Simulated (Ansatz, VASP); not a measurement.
**ZrB5 in VASP and in Ansatz**

```
Zr B
1.0
    -1.50874    3.72103    2.30713
     1.50874   -3.72103    2.30713
     1.50874    3.72103   -2.30713
Zr B
1 5
Direct
  0.77868 0.27868 0.50000
  0.25323 0.25323 0.00000
  0.65582 0.46387 0.19195
  0.27192 0.46387 0.80805
  0.45531 0.77018 0.68513
  0.08504 0.77018 0.31487
```

Change from the starting cell: species swapped into the Li5Mg type (C2, No. 5).

Alike in both runs: functional PBE; k mesh 6 × 6 × 6; occupations gaussian, width 0.1 eV; no spin polarisation.

Ansatz relaxed the structure, and its values are those at the end. VASP's run is a single point on that final structure, the one shown.

|  | VASP | Ansatz |
| --- | --- | --- |
| version | VASP 6.6.1 | Ansatz 0.2.0 |
| potentials or method | VASP PAW PBE potentials, release 64 (Zr_sv, B) | scalar-relativistic, plane waves, PAW |
| plane-wave cutoff (eV) | 520 | 420 |
| valence electrons in the cell | 27 | 27 |

Ansatz gave:

* gap on the k mesh at the Fermi level (eV): none
* pressure (GPa): 0.0

What did VASP give for the same quantities?

gap on the k mesh at the Fermi level (eV): none; pressure (GPa): 0.1.

A gap of «none» marks a metal or a gap that the smearing closes. The functional is the same, so the differences come from potentials, cutoffs and numerics.

Caveats: the k mesh is coarse (spacing up to 0.41 Å⁻¹), so the values aren't converged.
